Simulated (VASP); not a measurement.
# Ni (Fm-3m) in VASP: notebook, part 2 of 2

VASP 6.6.1.

### 4 Relaxation of cell and atoms, RPBE+D3, collinear spin, ferromagnetic start

INCAR

```
SYSTEM = Ni
  ALGO = Normal
  EDIFF = 1E-6
  EDIFFG = -0.005
  ENCUT = 600
  GGA = RP
  IBRION = 2
  ISIF = 3
  ISMEAR = -1
  ISPIN = 2
  IVDW = 11
  LASPH = .True.
  LCHARG = .False.
  LMAXMIX = 4
  LORBIT = 11
  LREAL = .False.
  LWAVE = .False.
  MAGMOM = 1
  NELM = 100
  NSW = 60
  PREC = Accurate
  SIGMA = 0.05
```

KPOINTS

```
k-points
0
Gamma
  13 13 13
  0 0 0
```

POSCAR

```
Ni
1.0
    0.0000000000      1.7375729330      1.7375729330
    1.7375729330      0.0000000000      1.7375729330
    1.7375729330      1.7375729330      0.0000000000
Ni
1
Direct
    0.0000000000      0.0000000000      0.0000000000
```

On the command line:

```sh
> cat potpaw_PBE.64/Ni/POTCAR > POTCAR
> mpirun -np 1 vasp_std > vasp.out
```

It took 27 s on 1 thread of Intel Xeon 6975P-C (Granite Rapids), shared host; peak memory 0.16 GiB.

The run converged. Its results:

* Free energy: -5.5163 eV
* Relaxed volume: 10.60 Å³/atom
* Relaxed cell: a = 2.466 Å, b = 2.466 Å, c = 2.466 Å, α = 60.00°, β = 60.00°, γ = 60.00°
* Space group after relaxing (to 0.05 Å): Fm-3m (No. 225)
* Energy gained by relaxing: 0.7 meV/atom
* Ionic steps: 3
* Pressure after relaxing: 0.0 GPa
* Band gap on the k mesh: none (metal or under the smearing width)
* Net moment: 0.63 μB per cell
* Site moments: Ni +0.64 μB
* Valence electrons inside the program's atomic spheres: Ni 9.35
* Dispersion energy per atom: -0.575 eV

Step by step:
| step | energy change (eV) | largest force (eV/Å) | pressure (GPa) | volume (Å³) |
| --- | --- | --- | --- | --- |
| 1 | 0.0000 | 0.0000 | 2.23 | 10.49 |
| 2 | 0.0000 | 0.0000 | -2.07 | 10.72 |
| 3 | -0.0007 | 0.0000 | 0.04 | 10.60 |

Final structure:
```yaml
crystal:
  lattice:
    - [0.00000, 1.74357, 1.74357]
    - [1.74357, 0.00000, 1.74357]
    - [1.74357, 1.74357, 0.00000]
  atoms:
    - { symbol: Ni, position: [0.00000, 0.00000, 0.00000] }
```

Levels at points of the mesh, in eV from the Fermi level:
Spin up:
| k point | band 2 | band 3 | band 4 | band 5 | band 6 | band 7 | band 8 | band 9 |
| --- | --- | --- | --- | --- | --- | --- | --- | --- |
| (0.00, 0.00, 0.00) | -2.52 | -2.52 | -2.52 | -1.30 | -1.30 | 23.89 | 28.03 | 28.03 |
Spin down:
```
           k point  band 1  band 2  band 3  band 4  band 5  band 6  band 7  band 8  band 9  band 10
(0.00, 0.00, 0.00)   -9.24   -1.75   -1.75   -1.75   -0.71   -0.71   23.71   27.98   27.98    27.98
```

Caveat: the PAW data sets were made with another functional, which shifts forces and pressure a little; pairwise dispersion overbinds metals, which lowers pressure and volume.

### 5 Relaxation of cell and atoms, RPBE+D3(BJ), collinear spin, ferromagnetic start

INCAR

```
SYSTEM = Ni
PREC     = Accurate       ! precision mode
ENCUT    = 600            ! plane-wave cutoff, eV
EDIFF    = 1E-6           ! SCF threshold, eV
ISMEAR   = -1             ! smearing method
SIGMA    = 0.05           ! smearing width, eV
LREAL    = .False.        ! projectors in reciprocal space
LASPH    = .True.         ! aspherical terms in the spheres
NELM     = 120            ! most SCF steps
ALGO     = Normal         ! electronic algorithm
ISIF     = 3              ! what is computed and relaxed
LWAVE    = .False.        ! write WAVECAR
LCHARG   = .False.        ! write CHGCAR
ISPIN    = 2              ! spin polarisation
MAGMOM   = 1              ! initial moments
LORBIT   = 11             ! projections on sites
LMAXMIX  = 4              ! l up to which the mixer works
GGA      = RP             ! functional
IVDW     = 12             ! dispersion correction
IBRION   = 2              ! ionic algorithm
NSW      = 60             ! ionic steps
EDIFFG   = -0.02          ! ionic threshold
```

KPOINTS

```
regular mesh
0
Gamma
  13 13 13
  0 0 0
```

POSCAR is that of step 4.

On the command line:

```sh
> cat potpaw_PBE.64/Ni/POTCAR > POTCAR
> mpirun -np 1 vasp_std > vasp.out
```

Wall time 32 s (1 thread of Intel Xeon 6975P-C (Granite Rapids), shared host); peak memory 0.15 GiB.

Results (log left out):

| Quantity | Value |
| --- | --- |
| Free energy | -7.3795 eV |
| Relaxed volume | 9.57 Å³/atom |
| Relaxed cell | a = 2.383 Å, b = 2.383 Å, c = 2.383 Å, α = 60.00°, β = 60.00°, γ = 60.00° |
| Space group after relaxing (to 0.05 Å) | Fm-3m (No. 225) |
| Energy gained by relaxing | 66.2 meV/atom |
| Ionic steps | 4 |
| Pressure after relaxing | -0.1 GPa |
| Band gap on the k mesh | none (metal or under the smearing width) |
| Net moment | 0.62 μB per cell |
| Site moments | Ni +0.62 μB |
| Valence electrons inside the program's atomic spheres | Ni 9.56 |
| Dispersion energy per atom | -2.599 eV |

The path:
```csv
step,energy change (eV),largest force (eV/Å),pressure (GPa),volume (Å³)
1,0.0000,0.0000,-20.92,10.49
2,0.0542,0.0000,42.09,8.55
3,-0.0662,0.0000,-0.59,9.59
4,-0.0662,0.0000,-0.08,9.57
```

Final structure:
```yaml
crystal:
  lattice:
    - [0.00000, 1.68527, 1.68527]
    - [1.68527, 0.00000, 1.68527]
    - [1.68527, 1.68527, 0.00000]
  atoms:
    - { symbol: Ni, position: [0.00000, 0.00000, 0.00000] }
```

Levels at points of the mesh, in eV from the Fermi level:
Spin up:
| k point | band 3 | band 4 | band 5 | band 6 | band 7 | band 8 |
| --- | --- | --- | --- | --- | --- | --- |
| (0.00, 0.00, 0.00) | -2.80 | -2.80 | -1.40 | -1.40 | 24.76 | 29.70 |
Spin down:
```csv
k point,band 1,band 2,band 3,band 4,band 5,band 6,band 7,band 8,band 9,band 10
"(0.00, 0.00, 0.00)",-9.97,-2.04,-2.04,-2.04,-0.81,-0.81,24.60,29.65,29.65,29.65
```

Caveat: the PAW data sets were made with another functional, which shifts forces and pressure a little; pairwise dispersion overbinds metals, which lowers pressure and volume.

### 6 Relaxation of cell and atoms, RPBE+D4, collinear spin, ferromagnetic start

INCAR

```
SYSTEM = Ni
PREC     = Accurate       ! precision mode
ENCUT    = 600            ! plane-wave cutoff, eV
EDIFF    = 1E-6           ! SCF threshold, eV
ISMEAR   = -1             ! smearing method
SIGMA    = 0.05           ! smearing width, eV
LREAL    = .FALSE.        ! projectors in reciprocal space
LASPH    = .TRUE.         ! aspherical terms in the spheres
NELM     = 150            ! most SCF steps
ALGO     = Fast           ! electronic algorithm
ISIF     = 3              ! what is computed and relaxed
LWAVE    = .FALSE.        ! write WAVECAR
LCHARG   = .FALSE.        ! write CHGCAR
ISPIN    = 2              ! spin polarisation
MAGMOM   = 1              ! initial moments
LORBIT   = 11             ! projections on sites
LMAXMIX  = 4              ! l up to which the mixer works
GGA      = RP             ! functional
IVDW     = 13             ! dispersion correction
IBRION   = 2              ! ionic algorithm
NSW      = 60             ! ionic steps
EDIFFG   = -0.01          ! ionic threshold
```

KPOINTS

```
Automatic mesh
0
G
  13 13 13
  0 0 0
```

POSCAR is that of step 5.

Potentials or basis: VASP PAW PBE potentials, release 64 (Ni).

On the command line:

```sh
> cat potpaw_PBE.64/Ni/POTCAR > POTCAR
> mpirun -np 1 vasp_std > vasp.out
```

OUTCAR:

```text
SYSTEM = Ni
   PREC = Accurate
   ENCUT = 600
   EDIFF = 1E-6
   ISMEAR = -1
   LREAL = .FALSE.
   LASPH = .TRUE.
   NELM = 150
   ISIF = 3
   ISPIN = 2
   LORBIT = 11
   GGA = RP
   IVDW = 13
   IBRION = 2
   NSW = 60
   EDIFFG = -0.01

 ion  position               nearest neighbor table
   1  0.000  0.000  0.000-

  LATTYP: Found a face centered cubic cell.
 ALAT       =     3.4751458660

  Lattice vectors:

 A1 = (   0.0000000000,   1.7375729330,   1.7375729330)
 A2 = (   1.7375729330,   0.0000000000,   1.7375729330)
 A3 = (   1.7375729330,   1.7375729330,   0.0000000000)

Analysis of symmetry for initial positions (statically):
=====================================================================
 Subroutine PRICEL returns:
 Original cell was already a primitive cell.

 Routine SETGRP: Setting up the symmetry group for a
 face centered cubic supercell.

 Subroutine GETGRP returns: Found 48 space group operations
 (whereof 48 operations were pure point group operations)
 out of a pool of 48 trial point group operations.

The static configuration has the point symmetry O_h .

Analysis of symmetry for dynamics (positions and initial velocities):
=====================================================================
 Subroutine PRICEL returns:
 Original cell was already a primitive cell.

 Routine SETGRP: Setting up the symmetry group for a
 face centered cubic supercell.

 Subroutine GETGRP returns: Found 48 space group operations
 (whereof 48 operations were pure point group operations)
 out of a pool of 48 trial point group operations.

[... 321 lines left out ...]

 Free energy of the ion-electron system (eV)
  ---------------------------------------------------
  ext. energy  EPLUGINS =         0.00000000
  ---------------------------------------------------
  free energy    TOTEN  =        -4.93382818 eV

  energy without entropy =       -4.92120342  energy(sigma->0) =       -4.92751580

 E-fermi :  10.0345     XC(G=0): -13.3402

 val. band max:       10.0270565728   @ k =   0.3846   0.0769   0.0000
 cond. band min:      10.0398041119   @ k =   0.3846   0.3846   0.0000
 fundamental gap:      0.0127475392
 Fermi energy:        10.0345329980

 spin component 1

 k-point     1 :       0.0000    0.0000    0.0000
  band No.  band energies     occupation
      1       0.7861      1.00000
      2       7.4940      1.00000
      3       7.4940      1.00000
      4       7.4940      1.00000
      5       8.7282      1.00000
      6       8.7282      1.00000
      7      34.0049      0.00000
      8      38.2069      0.00000
      9      38.2069      0.00000
     10      38.2069      0.00000
[... 287 lines left out ...]
 k-point    24 :       0.4615    0.1538    0.0000
  band No.  band energies     occupation
      1       5.3621      1.00000
      2       7.0788      1.00000
      3       7.5209      1.00000
      4       7.9209      1.00000
      5       9.4430      0.99999
      6      10.8922      0.00000
      7      18.1857      0.00000
      8      29.2014      0.00000
      9      31.0212      0.00000
     10      33.1626      0.00000

 [... further k-points ...]

 spin component 2

 k-point     1 :       0.0000    0.0000    0.0000
  band No.  band energies     occupation
      1       0.7312      1.00000
      2       8.2651      1.00000
      3       8.2651      1.00000
      4       8.2651      1.00000
      5       9.3186      1.00000
      6       9.3186      1.00000
      7      33.8189      0.00000
      8      38.1601      0.00000
      9      38.1601      0.00000
     10      38.1601      0.00000
[... 331 lines left out ...]
  FREE ENERGIE OF THE ION-ELECTRON SYSTEM (eV)
  ---------------------------------------------------
  free  energy   TOTEN  =        -5.8655521523 eV

  energy  without entropy=       -5.8529273927  energy(sigma->0) =       -5.85923977

 reached required accuracy - stopping structural energy minimisation

 total charge

# of ion       s       p       d       tot
------------------------------------------
    1        0.511   0.529   8.327   9.367

 magnetization (x)

# of ion       s       p       d       tot
------------------------------------------
    1       -0.006  -0.026   0.667   0.634
```

OSZICAR:

```text
N       E                     dE             d eps       ncg     rms          rms(c)
DAV:   1     0.292240388388E+02    0.29224E+02   -0.52402E+03  3418   0.144E+03
DAV:   2    -0.505532291282E+01   -0.34279E+02   -0.32375E+02  3426   0.179E+02
[... 32 lines left out ...]
RMM:   5    -0.493406796641E+01    0.97000E-07   -0.12405E-07  2038   0.547E-03
   4 F= -.58655502E+01 E0= -.58592358E+01  d E =-.766148E-05  mag=     0.6250
       N       E                     dE             d eps       ncg     rms          rms(c)
DAV:   1    -0.493384110058E+01    0.22696E-03   -0.19070E-04  3742   0.224E-01    0.311E-02
RMM:   2    -0.493383232430E+01    0.87763E-05   -0.38721E-05  3357   0.978E-02    0.182E-02
RMM:   3    -0.493382843965E+01    0.38847E-05   -0.61310E-06  2812   0.416E-02    0.597E-03
RMM:   4    -0.493382818258E+01    0.25708E-06   -0.83578E-08  1968   0.338E-03
   5 F= -.58655522E+01 E0= -.58592398E+01  d E =-.961066E-05  mag=     0.6250
```

CONTCAR:

```text
Ni
   1.00000000000000
    -0.0000000000000000    1.7384373958691333    1.7384373958691333
     1.7384373958691333    0.0000000000000000    1.7384373958691333
     1.7384373958691333    1.7384373958691333    0.0000000000000000
  Ni
     1
Direct
     0.0000000000000000    0.0000000000000000    0.0000000000000000

  0.00000000E+00  0.00000000E+00  0.00000000E+00
```

Wall time 37 s (1 thread of Intel Xeon 6975P-C (Granite Rapids), shared host); peak memory 0.15 GiB.

What came out:

| Quantity | Value |
| --- | --- |
| Free energy | -5.8656 eV |
| Relaxed volume | 10.51 Å³/atom |
| Relaxed cell | a = 2.459 Å, b = 2.459 Å, c = 2.459 Å, α = 60.00°, β = 60.00°, γ = 60.00° |
| Space group after relaxing (to 0.05 Å) | Fm-3m (No. 225) |
| Energy gained by relaxing | 0.0 meV/atom |
| Ionic steps | 5 |
| Pressure after relaxing | 0.1 GPa |
| Band gap on the k mesh | none (metal or under the smearing width) |
| Net moment | 0.63 μB per cell |
| Site moments | Ni +0.63 μB |
| Valence electrons inside the program's atomic spheres | Ni 9.37 |
| Dispersion energy per atom | -0.932 eV |

Final structure:
```xyz
1
Lattice="0.0000 1.7384 1.7384 1.7384 0.0000 1.7384 1.7384 1.7384 0.0000" Properties=species:S:1:pos:R:3 pbc="T T T"
Ni    0.0000    0.0000    0.0000
```

Caveat: the PAW data sets were made with another functional, which shifts forces and pressure a little; pairwise dispersion overbinds metals, which lowers pressure and volume.

### 7 Overview

| level | gap on the mesh (eV) | pressure (GPa) | moment (μB) | relaxed volume (Å³/atom) |
| --- | --- | --- | --- | --- |
| PBEsol+D4 | none | 0.0 | 0.62 | 10.21 |
| PBEsol+rVV10 | none | 0.0 | 0.62 | 10.33 |
| RPBE+D3 | none | 0.0 | 0.63 | 10.60 |
| RPBE+D3(BJ) | none | -0.1 | 0.62 | 9.57 |
| RPBE+D4 | none | 0.1 | 0.63 | 10.51 |

Alike in all rows: task relaxation of cell and atoms; potentials or basis VASP PAW PBE potentials, release 64 (Ni); spin collinear, ferromagnetic start; cell relaxed; k mesh 13 × 13 × 13; cutoff (eV) 600; smearing fermi-dirac 0.05 eV.

Caveats: the PAW data sets were made with another functional, which shifts forces and pressure a little; pairwise dispersion overbinds metals, which lowers pressure and volume.

Total energies depend on the potentials used, so only differences within one code and one set of settings carry meaning.
